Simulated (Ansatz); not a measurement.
# TiC (P-6m2) in Ansatz: a series of runs

One crystal, TiC, is run at these levels: PBE; tasks: single point.

Program: Ansatz 0.2.0. These are calculated values, not measurements. Logs are shortened: lines on timing, memory, paths and dates and some standing lists are left out, and cuts for length are marked.

### 1 Starting point

It takes space group P-6m2 (No. 187, hexagonal). Conventional cell: a = 3.042 Å, b = 3.042 Å, c = 2.698 Å, α = 90.00°, β = 90.00°, γ = 120.00°. Ti (site symmetry -6m2) is surrounded by 6 C at 2.21 Å. C (site symmetry -6m2) has 6 Ti at 2.21 Å as nearest neighbours.

The cell was built by a generator and needn't be a form met in nature.

### 2 Single point, PBE

Input file input.yaml:

```yaml
crystal:
  lattice:
    - [3.04209, 0.0, 0.0]
    - [-1.52104, 2.63452, 0.0]
    - [0.0, 0.0, 2.69797]
  atoms:
    - { symbol: Ti, position: [0.0, 0.0, 0.5] }
    - { symbol: C, position: [0.33333, 0.66667, 0.0] }
hamiltonian:
  xc: pbe
  pseudopotentials: { kind: paw }
kpoints:
  mp_grid: { grid: [10, 10, 10] }
scf:
  occupations: { method: gaussian, width: 0.019 }
output:
  forces: true
  stress: true
  eigenvalues: true
```

Potentials or basis: Ansatz PAW.

Run with:

```bash
ansatz run input.yaml --threads 2 --pin off --max-ram 5632MiB --backend cpu --events-out ev --progress --plain --runs-dir out
```

What it wrote:

```text
Warning: the atoms were moved onto the symmetric positions of the space group found under crystal.symmetry.tolerance 1.0e-5 (fractional; no operation is sought that the atoms, as they stand in a round, miss by more than twice it, and no atom is moved by as much as it), and the run uses the moved positions. Before a round's move an operation carried an atom to 1.52e-5 Å from where it should land, the largest such distance. Atom 1 (counting from 0) moved farthest, by 1.76e-5 Å; the longest move in fractions of the cell, of whichever atom, is 0.47 of the tolerance, in 1 round. To run the atoms as typed, lower crystal.symmetry.tolerance until the operations that they miss are no longer found, or set crystal.symmetry.detect: false (a key that needs symmetry detection or time reversal refuses this as the deck is read). The positions used, in the order of the run's atom list: position: [-1.8503646491007004e-17, 5.5510939473021013e-17, 0.5]; position: [0.3333333333333333, 0.6666666666666667, 0.0]; The lattice was moved too: crystal.lattice keeps the space group found at crystal.symmetry.tolerance 1.0e-5 only nearly: the operation that it misses by the most changes a squared length by the fraction 6.65e-6. The run uses the lattice that is a stretch of the typed one, with no rotation, onto the one that keeps every operation to a double's rounding (on a very oblique basis the stretch itself rounds by more); the deck's lattice vector that moved farthest moved by 5.07e-6 Å. To run the lattice as typed, set crystal.symmetry.tolerance under 2.84e-6, the least fraction by which an operation that the lattice misses changes a squared length (the same key also sets how far an atom may lie from its image, so lowering it can lose operations that the atoms keep only within it), or set crystal.symmetry.detect: false, as for the atoms. crystal.lattice made exact, in Å and degrees: [[3.042085831189679, -2.886751345946343e-6, 0.0], [-1.5210404155948394, 2.6345250536786344, 0.0], [0.0, 0.0, 2.69797]]. Pasted over the deck's crystal.lattice, beside positions in fractional coordinates, it runs the same cell (given as lengths and angles, that cell in the form's own orientation, a rigid turn of the misfit's size from the one run here, for which a checkpoint.post_process_only pass over this run's state can be refused: where this run relaxes nothing, give such a pass this deck's own crystal.lattice, as typed; behind a relaxation, as crystal.lattice, the state's own cell, identity.cell in its checkpoint.json), and a matrix so pasted ends this notice, except on a very skew basis of the lattice, where the rounding of the pasted numbers themselves can read as a misfit: the cell is then moved again, and that move is told again. The lattice as run is in this notice's lattice.as_run_ang field (Run.prep()["deck_notices"] in Python, the deck_notice line of an events file, deck_notices of ansatz run --dry-run=json, or deck_notices in record.json in the deck's checkpoint.write directory).
Warning: RAYON_NUM_THREADS=2 ignored (pool sized by the plan → 2); use --threads N
Engine: ansatz 0.2.0, x86_64-unknown-linux-gnu
Pseudopotentials: kind: paw
Pseudopotential: Ti, paw, valence charge 12, recommended cutoff 420 eV (normal), Ti.paw.azcp
Pseudopotential: C, paw, valence charge 4, recommended cutoff 420 eV (normal), C.paw.azcp
Functional definition: PBE
  parameter kappa = 0.804
  parameter beta = 0.06672455060314922
  exchange = pbe_x(kappa = kappa, mu = beta*pi^2/3)
  correlation = pbe_c(beta = beta)
Crystal: 2 atoms, lattice volume = 21.623 Å³
Basis set: ecut = 420 eV, 417 PW (Γ), exchange–correlation on 48×48×40 points (8 copies of the dense FFT grid, shifted against one another)
Bands: 12, of which v1, the nominal top of the filled ones, is band 8 counted from 1 (7 counted from 0)
Symmetry: 12 space group operations
Space group: P-6m2 (ITA 187), of the structure as read, at distance tolerance 2.8e-5 Å
k-points: 84 of 1000 (time reversal used)
Non-local potential: Ti, projectors of the file, l = 0: 3, l = 1: 2, l = 2: 3, l = 3: 1
Non-local potential: C, projectors of the file, l = 0: 2, l = 1: 2, l = 2: 1
PAW form: soft (Blöchl's): semilocal exchange-correlation on the pseudo side does not see the compensation charge
PAW one-centre angular grid: Ti, 590 points (default); XC on 64 Gauss nodes
PAW one-centre angular grid: C, 110 points (default); XC on 64 Gauss nodes
Initial density: superposition of atomic densities (neutral atoms: chi_scale 0, normalization atom), corrected by the library's trained network
Initial wavefunctions: pseudopotential atomic-orbital guess
Functional: x = pbe(κ = 0.804, μ = 0.2195149727645171), c = pbe(β = 0.06672455060314922)
SCF iter   1: F=—  HF=-2750.910704 eV  |F-HF|=—  |Δ(HF+E_count)|=         —  Δρ=7.05e-3  dr2=7.37e-3  ethr=1.77e-3  ⟨swp⟩=4.3  Hψ=4836  notcnv=0
preconditioner: auto → none  [insulator: Δε(μ)=0.037 eV  Ē_g=7.207 eV  σ=0.019 eV  W_gap=0.83  n_scr=8 (ndim 8)  ℏωp=22.6 eV  f_vac=0.000  D(μ)=0.50/eV (n_scr^D=0)  ε∞_Penn≈10.8]
SCF iter   2: F=—  HF=-2750.911252 eV  |F-HF|=—  |Δ(HF+E_count)|=   5.47e-4  Δρ=3.33e-3  dr2=1.35e-3  ethr=4.61e-5  ⟨swp⟩=2.0  Hψ=2012  notcnv=0
SCF iter   3: F=—  HF=-2750.912024 eV  |F-HF|=—  |Δ(HF+E_count)|=   7.72e-4  Δρ=4.69e-4  dr2=2.67e-5  ethr=8.45e-6  ⟨swp⟩=2.4  Hψ=1545  notcnv=0
SCF iter   4: F=—  HF=-2750.912028 eV  |F-HF|=—  |Δ(HF+E_count)|=   3.77e-6  Δρ=4.19e-5  dr2=1.59e-7  ethr=1.67e-7  ⟨swp⟩=2.8  Hψ=1609  notcnv=0
iter 5 did not close the SCF: its close was put off for the readings that it lacked (scf_convergence_deferred on its scf_iter line)
SCF iter   5: F=-2750.912028 eV  HF=-2750.912028 eV  |F-HF|=2.06e-9  |Δ(HF+E_count)|=   2.44e-7  Δρ=6.98e-6  dr2=6.87e-9  ethr=9.96e-10  ⟨swp⟩=2.4  Hψ=1560  notcnv=0
SCF iter   6: F=-2750.912028 eV  HF=-2750.912028 eV  |F-HF|=7.41e-11  |Δ(HF+E_count)|=   5.19e-9  Δρ=1.06e-6  dr2=1.67e-10  ethr=4.30e-11  ⟨swp⟩=2.0  Hψ=3044  notcnv=0
SCF 1 converged in 6 iterations: F = -2750.912028 eV  dr2 = 1.67e-10
SCF converged after 6 iterations
Free energy (F): -2750.912028 eV
Harris-Foulkes:  -2750.912028 eV  (|F-HF|=7.41e-11)
Internal energy: -2750.911951 eV  (E = F + TS)
E sigma→0 (E₀):  -2750.911990 eV
Entropy (-TS):   -0.000077 eV (-0.039 meV/atom)
Fermi energy:    13.594969 eV
--- Per-component energies (eV) ---
  E_band       = -124.541224
  E_kinetic    = 361.270410
  E_local      = -838.175866  (includes V_loc(G=0)·N_el)
  E_nonlocal   = 32.958328
  E_hartree    = 339.072082
  E_xc         = -146.616754
  E_vxc        = -183.011171  (∫ρ·V_xc dr)
  E_paw        = -1145.547618  (= ΣΔE_a)
  E_vpaw       = -175.726809  (= ΣTr[D̂ρ^β])
  E_aug_tail   = 0.000136  (compensation charges beyond the density's cutoff)
  E_ewald      = -1353.872669
  E_smearing   = -0.000077  (= −TS)
  E_closure    = 0.000000  (closes the sum)
  Σ components = -2750.912028   (vs F -2750.912028, Δ=0.00e0)
--- Forces (eV/Å), atoms counted from 1 ---
  atom   1  Ti    -0.00000000    -0.00000000     0.00000000
  atom   2  C     -0.00000000    -0.00000000     0.00000000
  max |Σ_I F_I| component: 3.70e-16 eV/Å
--- Stress (GPa, compression-positive) ---
        0.142206      -0.000000       0.000000
       -0.000000       0.142206       0.000000
        0.000000       0.000000      -0.040337
  P = ⅓ Tr σ = 0.0814 GPa (0.814 kbar)
--- Band table (eV; the first three rows and the last of 84) ---
  k-point 0: bands = ["-42.9229", "-19.0868", "-19.0868", "-18.6395", "1.5937", "11.9975", "11.9975", "12.6259", "15.8891", "16.9298", "16.9298", "19.2749"]
  k-point 1: bands = ["-42.9135", "-19.0794", "-19.0794", "-18.7148", "1.7913", "12.1036", "12.1036", "12.4134", "15.8203", "16.5034", "16.5034", "19.4348"]
  k-point 2: bands = ["-42.8889", "-19.0600", "-19.0600", "-18.9087", "2.3562", "11.5447", "12.3946", "12.3946", "15.6991", "15.6991", "16.1055", "19.4754"]
  k-point 83: bands = ["-42.7687", "-19.2884", "-19.2853", "-19.2124", "4.9979", "9.2386", "9.8377", "13.1031", "14.6525", "17.7099", "18.3883", "18.6607"]
```

It took 0.84 s on 2 threads of Intel Xeon Platinum 8488C (Sapphire Rapids), shared host; peak memory 0.37 GiB.

What came out:

```
Free energy            : -2750.9120 eV
Pressure               : 0.1 GPa
Band gap on the k mesh : none (metal or under the smearing width)
```

Stress tensor (GPa, compression positive):
```
 0.14  0.00  0.00
 0.00  0.14  0.00
 0.00  0.00 -0.04
```

### 3 Single point, PBE

input.yaml, as its differences from that of step 2:

```diff
@@ -14,3 +14,3 @@
 scf:
-  occupations: { method: gaussian, width: 0.019 }
+  occupations: { method: gaussian, width: 0.02 }
 output:
@@ -19 +19,5 @@
   eigenvalues: true
+  write_density: true
+  write_potential: true
+  elf: true
+  volumetric_format: npy
```

Potentials or basis: Ansatz PAW.

Run with:

```bash
ansatz run input.yaml --threads 2 --pin off --max-ram 5632MiB --backend cpu --events-out ev --progress --plain --runs-dir out
```

Run time: 1.1 s. Hardware: 2 threads of Intel Xeon Platinum 8488C (Sapphire Rapids), shared host; peak memory 0.35 GiB.

It converged, with:

| Property | Result |
| --- | --- |
| Free energy | -2750.9120 eV |
| Pressure | 0.1 GPa |
| Band gap on the k mesh | none (metal or under the smearing width) |

Stress tensor (GPa, compression positive):
```
 0.14  0.00  0.00
 0.00  0.14  0.00
 0.00  0.00 -0.04
```

Levels at points of the mesh, in eV from the Fermi level:
```tsv
k point	band 6	band 7	band 8	band 9	band 10	band 11
(0.00, 0.00, 0.00)	-1.60	-1.60	-0.97	2.29	3.33	3.33
(0.00, 0.00, -0.50)	-5.60	-0.51	-0.51	1.14	1.14	4.70
(0.00, -0.50, 0.00)	-4.87	-0.76	-0.31	0.21	3.04	3.48
(0.00, -0.50, -0.50)	-4.01	-2.57	-2.23	1.49	3.29	4.35
```

### 4 Single point, PBE

input.yaml, as its differences from that of step 3:

```diff
@@ -14,3 +14,3 @@
 scf:
-  occupations: { method: gaussian, width: 0.02 }
+  occupations: { method: gaussian, width: 0.021 }
 output:
```

Potentials or basis: Ansatz PAW.

Run with:

```bash
ansatz run input.yaml --threads 2 --pin off --max-ram 5632MiB --backend cpu --events-out ev --progress --plain --runs-dir out
```

What it wrote:

```text
Warning: the atoms were moved onto the symmetric positions of the space group found under crystal.symmetry.tolerance 1.0e-5 (fractional; no operation is sought that the atoms, as they stand in a round, miss by more than twice it, and no atom is moved by as much as it), and the run uses the moved positions. Before a round's move an operation carried an atom to 1.52e-5 Å from where it should land, the largest such distance. Atom 1 (counting from 0) moved farthest, by 1.76e-5 Å; the longest move in fractions of the cell, of whichever atom, is 0.47 of the tolerance, in 1 round. To run the atoms as typed, lower crystal.symmetry.tolerance until the operations that they miss are no longer found, or set crystal.symmetry.detect: false (a key that needs symmetry detection or time reversal refuses this as the deck is read). The positions used, in the order of the run's atom list: position: [-1.8503646491007004e-17, 5.5510939473021013e-17, 0.5]; position: [0.3333333333333333, 0.6666666666666667, 0.0]; The lattice was moved too: crystal.lattice keeps the space group found at crystal.symmetry.tolerance 1.0e-5 only nearly: the operation that it misses by the most changes a squared length by the fraction 6.65e-6. The run uses the lattice that is a stretch of the typed one, with no rotation, onto the one that keeps every operation to a double's rounding (on a very oblique basis the stretch itself rounds by more); the deck's lattice vector that moved farthest moved by 5.07e-6 Å. To run the lattice as typed, set crystal.symmetry.tolerance under 2.84e-6, the least fraction by which an operation that the lattice misses changes a squared length (the same key also sets how far an atom may lie from its image, so lowering it can lose operations that the atoms keep only within it), or set crystal.symmetry.detect: false, as for the atoms. crystal.lattice made exact, in Å and degrees: [[3.042085831189679, -2.886751345946343e-6, 0.0], [-1.5210404155948394, 2.6345250536786344, 0.0], [0.0, 0.0, 2.69797]]. Pasted over the deck's crystal.lattice, beside positions in fractional coordinates, it runs the same cell (given as lengths and angles, that cell in the form's own orientation, a rigid turn of the misfit's size from the one run here, for which a checkpoint.post_process_only pass over this run's state can be refused: where this run relaxes nothing, give such a pass this deck's own crystal.lattice, as typed; behind a relaxation, as crystal.lattice, the state's own cell, identity.cell in its checkpoint.json), and a matrix so pasted ends this notice, except on a very skew basis of the lattice, where the rounding of the pasted numbers themselves can read as a misfit: the cell is then moved again, and that move is told again. The lattice as run is in this notice's lattice.as_run_ang field (Run.prep()["deck_notices"] in Python, the deck_notice line of an events file, deck_notices of ansatz run --dry-run=json, or deck_notices in record.json in the deck's checkpoint.write directory).
Warning: RAYON_NUM_THREADS=2 ignored (pool sized by the plan → 2); use --threads N
Engine: ansatz 0.2.0, x86_64-unknown-linux-gnu
Pseudopotentials: kind: paw
Pseudopotential: Ti, paw, valence charge 12, recommended cutoff 420 eV (normal), Ti.paw.azcp
Pseudopotential: C, paw, valence charge 4, recommended cutoff 420 eV (normal), C.paw.azcp
Functional definition: PBE
  parameter kappa = 0.804
[... 54 lines left out ...]
        0.137935      -0.000000       0.000000
       -0.000000       0.137935       0.000000
        0.000000       0.000000      -0.035078
  P = ⅓ Tr σ = 0.0803 GPa (0.803 kbar)
--- Band table (eV; the first three rows and the last of 84) ---
  k-point 0: bands = ["-42.9227", "-19.0867", "-19.0867", "-18.6394", "1.5936", "11.9975", "11.9975", "12.6260", "15.8889", "16.9299", "16.9299", "19.2749"]
  k-point 1: bands = ["-42.9134", "-19.0793", "-19.0793", "-18.7147", "1.7912", "12.1036", "12.1036", "12.4135", "15.8202", "16.5035", "16.5035", "19.4347"]
  k-point 2: bands = ["-42.8888", "-19.0599", "-19.0599", "-18.9085", "2.3561", "11.5447", "12.3945", "12.3945", "15.6991", "15.6991", "16.1054", "19.4753"]
  k-point 83: bands = ["-42.7685", "-19.2883", "-19.2851", "-19.2123", "4.9977", "9.2385", "9.8376", "13.1029", "14.6526", "17.7100", "18.3883", "18.6607"]
```

rho_z.tsv:

```text
# z_ang	rho[e/angstrom^3]
# format = ansatz-planar-average/11
# lattice	3.042085831	-0.000002887	0.000000000
# lattice	-1.521040416	2.634525054	0.000000000
# lattice	0.000000000	0.000000000	2.697970000
# sites	2
# site	22	-0.000000000	0.000000000	1.348985000
# site	6	0.000001667	1.756349074	0.000000000
0.000000	5.360096e-1
0.134899	5.262366e-1
0.269797	4.991560e-1
0.404696	4.642387e-1
0.539594	4.467383e-1
0.674493	4.953001e-1
[... 12 lines left out ...]
2.428173	4.991560e-1
2.563071	5.262366e-1
```

v_z.tsv:

```text
# z_ang	v_es[eV]	v_tot[eV]
# format = ansatz-planar-average/11
# xc	pbe
# density_cutoff_ev	1680
# datasets	Ti=:simpson_from_first_knot:soft	C=:simpson_from_first_knot:soft
# lattice	3.042085831	-0.000002887	0.000000000
# lattice	-1.521040416	2.634525054	0.000000000
# lattice	0.000000000	0.000000000	2.697970000
# sites	2
# site	22	-0.000000000	0.000000000	1.348985000
# site	6	0.000001667	1.756349074	0.000000000
0.000000	6.036123e0	-6.207937e0
0.134899	6.476875e0	-5.699931e0
0.269797	7.543075e0	-4.412751e0
0.404696	8.544177e0	-3.162485e0
0.539594	8.737297e0	-2.864222e0
0.674493	7.805129e0	-3.870378e0
[... 12 lines left out ...]
2.428173	7.543075e0	-4.412751e0
2.563071	6.476875e0	-5.699931e0
```

Wall time 1.1 s (2 threads of Intel Xeon Platinum 8488C (Sapphire Rapids), shared host); peak memory 0.38 GiB.

What came out:

- Free energy: -2750.9120 eV
- Pressure: 0.1 GPa
- Band gap on the k mesh: none (metal or under the smearing width)

Levels at points of the mesh, in eV from the Fermi level:
```
             k point  band 5  band 6  band 7  band 8  band 9  band 10  band 11  band 12
  (0.00, 0.00, 0.00)  -12.00   -1.60   -1.60   -0.97    2.29     3.33     3.33     5.68
 (0.00, 0.00, -0.50)   -8.87   -5.60   -0.51   -0.51    1.14     1.14     4.70     4.73
 (0.00, -0.50, 0.00)   -9.60   -4.87   -0.76   -0.31    0.21     3.04     3.48     3.73
(0.00, -0.50, -0.50)   -8.79   -4.01   -2.57   -2.23    1.49     3.29     4.35     5.57
```

### 5 The runs side by side

```csv
smearing,gap on the mesh (eV),pressure (GPa)
gaussian 0.019 eV,none,0.1
gaussian 0.02 eV,none,0.1
gaussian 0.021 eV,none,0.1
```

Alike in all rows: task single point; level PBE; potentials or basis Ansatz PAW; no spin polarisation; cell as given; k mesh 10 × 10 × 10; cutoff (eV) 420.

Every run on the cell as given and a fine mesh finds a metal.

Absolute energies hang on the potentials; compare differences alone.
